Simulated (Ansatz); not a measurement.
A 5-atom cell of BaTiO3 (R3m) from a materials database, relaxed with r2SCAN. Ba has 12 O at 2.78–2.93 Å; Ti has 6 O at 1.87–2.16 Å; O has 2 Ti at 1.87–2.16 Å and 4 Ba at 2.78–2.93 Å.

Space group R3m:H (No. 160). a = 5.680 Å, b = 5.680 Å, c = 6.994 Å, α = 90.00°, β = 90.00°, γ = 120.00°
```json
{"atom": "Ba", "site": "3a", "symmetry": "3m", "x": "0.3333", "y": "0.6667", "z": "0.6679"}
{"atom": "Ti", "site": "3a", "symmetry": "3m", "x": "0.3333", "y": "0.6667", "z": "0.1814"}
{"atom": "O", "site": "9b", "symmetry": ".m", "x": "0.1699", "y": "0.8301", "z": "0.3184"}
```

The questions ask for values computed with the PAW code Ansatz on this geometry. The values are computed, non-magnetic, and not measurements.

(1) What gap does r2SCAN give, and where are the band edges?

(2) Estimate the gap with PBE+SOC on 6×6×6.

(3) Estimate the gap with HSE06 on 4×4×4.

(4) Relaxed again with PBEsol, is the cell stable at the zone centre, and where do its optical modes lie?

(5) What do these levels agree on?

## Answers

(1) r2SCAN gives an indirect gap of 2.87 eV, from T to k = (-0.052, 0.010, 0.010); the least direct gap is 3.25 eV at Γ–S₀ (0.10 of the way from Γ).

(2) PBE+SOC gives an indirect gap of 2.49 eV, from H₂ to k = (-0.052, 0.010, 0.010); the least direct gap is 2.83 eV at Γ–S₀ (0.10 of the way from Γ). The gap differs by -0.38 eV from r2SCAN's.

(3) The HSE06 gap is indirect, 3.96 eV (T to k = (-0.052, 0.010, 0.010)), below the direct gap of 4.33 eV at Γ–S₀ (0.10 of the way from Γ). The gap differs by +1.09 eV from r2SCAN's.

(4) All optical modes at Γ are real, from 164 to 517 cm⁻¹ without the longitudinal term; this says nothing of other wave vectors. With the long-range field the highest mode reaches 692 cm⁻¹.

(5) Among these functionals the gap stays indirect.

Only the levels marked +SOC include spin-orbit coupling.

Where an edge lies off the special points, it is a point of the mesh or the k point where a search put PBE's edge or least direct gap, reused for the other functionals, whose own edges may lie a little apart.

Coordinates of k points refer to the reciprocal vectors of the primitive cell of the runs.

The meshes of the hybrids are coarse, so their gaps aren't converged to the digits shown.

PBE's own run along the path (2.51 eV) came before the search for the edges and missed one, so it isn't listed.
